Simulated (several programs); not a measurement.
## Many methods on one cell: SnO (h-MgO type)

SnO in the h-MgO-type structure, relaxed with r2SCAN in Ansatz, was computed with several methods. It is hexagonal, P6_3/mmc (No. 194); conventional cell a = 4.125 Å, c = 5.185 Å, 19.11 Å³ an atom. Around Sn lie 5 O at 2.38–2.59 Å; around O lie 5 Sn at 2.38–2.59 Å. Note: simulated data, non-magnetic, for a generated structure that need not be the stable one.

```
CELL_PARAMETERS angstrom
4.12550 0.00000 0.00000
-2.06275 3.57279 0.00000
0.00000 0.00000 5.18540
ATOMIC_POSITIONS crystal
Sn 0.33333 0.66667 0.25000
Sn 0.66667 0.33333 0.75000
O 0.66667 0.33333 0.25000
O 0.33333 0.66667 0.75000
```

Gaps and times are for a single point on this cell; volume and bulk modulus come from each method's own relaxation or energy curve at fixed shape, which is too stiff where a cell has free coordinates or axes. Times are rough, from shared hosts (Arm Neoverse V1; Arm Neoverse V2), and each method has its own mesh and cell size. A double dagger marks a value from a curve with shape and coordinates held. A star marks a curve whose lowest point is an end point. PM6 (MOPAC), PM7 (MOPAC), GFN1-xTB (tblite) treat a cluster of cells at its zone centre, which samples few k points: where these miss a band edge, the gap comes out too large for that reason alone. Gaps from k meshes are read at a limited set of points (mesh, symmetry points, PBE's band edges), so each method's own least gap may be somewhat smaller. xTB and the PM methods were fitted mostly to molecules, and can miss a solid's gap by electronvolts. Minimal bases can be far off for gaps. Times of the plane-wave ladder aren't listed, since it ran on unlike processors and cards. Curves at held shape can't give the bulk modulus of a layered or molecular crystal, so none is listed. GLLB-SC's gap includes the derivative discontinuity. G0W0 is at finite bands, cutoff and mesh. d marks a direct gap, i an indirect one (no mark: not told apart), a dash a value that wasn't computed or didn't pass its checks.

| method | kind | gap (eV) | own volume (Å³/atom) | bulk modulus (GPa) | atoms computed | processor time |
| --- | --- | --- | --- | --- | --- | --- |
| PBEsol | semilocal | – | 18.78 | – | 4 | – |
| light PBE (260 eV and a coarse mesh) | light plane-wave | 0.30 d | – | – | 4 | 1.2 s |
| GFN1-xTB (tblite) | tight binding | 2.97 | – | – | cluster | 2.3 s |
| PM6 (MOPAC) | semi-empirical | 3.39 | – | – | cluster | 3.4 s |
| PBE | semilocal | 0.41 d | 19.74 | – | 4 | – |
| PBE/SZV (CP2K) | small basis | 0.14 d | 21.23*‡ | – | 4 | 10 s |
| LDA | semilocal | 0.42 d | 18.23 | – | 4 | – |
| PM7 (MOPAC) | semi-empirical | 3.65 | – | – | cluster | 15 s |
| PBE/single zeta (GPAW) | small basis | 0.08 d | – | – | 4 | 15 s |
| r2SCAN | semilocal | 0.58 d | 19.11 | – | 4 | – |
| PBE/DZVP (CP2K) | small basis | 0.35 d | 20.21‡ | – | 4 | 22 s |
| GLLB-SC (GPAW) | model potential | 1.11 | – | – | 4 | 43 s |
| PBE+SOC | semilocal | 0.31 d | – | – | 4 | – |
| HSE06 | hybrid | 0.83 d | – | – | 4 | – |
| PBE0 | hybrid | 1.39 d | – | – | 4 | – |
| G0W0@LDA (140 eV screening cutoff) | many-body | 0.44 | – | – | 4 | – |
| G0W0@PBE (140 eV screening cutoff) | many-body | 0.31 | – | – | 4 | – |
| G0W0@r2SCAN (140 eV screening cutoff) | many-body | 0.39 | – | – | 4 | – |
| G0W0@HSE06 (140 eV screening cutoff) | many-body | 0.56 | – | – | 4 | – |

Against HSE06 (0.83 eV) and with closed or daggered gaps left aside, the nearest gap at the points sampled is that of r2SCAN (-0.25 eV) and the farthest that of PM7 (MOPAC) (+2.82 eV). HSE06 is only a yardstick of convenience, and nearness to it can be luck.

Volumes against r2SCAN's: PBEsol -1.7 %, PBE +3.3 %, LDA -4.6 %.

Runs without a result: GFN2-xTB (tblite) (single point).

Only the rows marked +SOC include spin-orbit coupling.
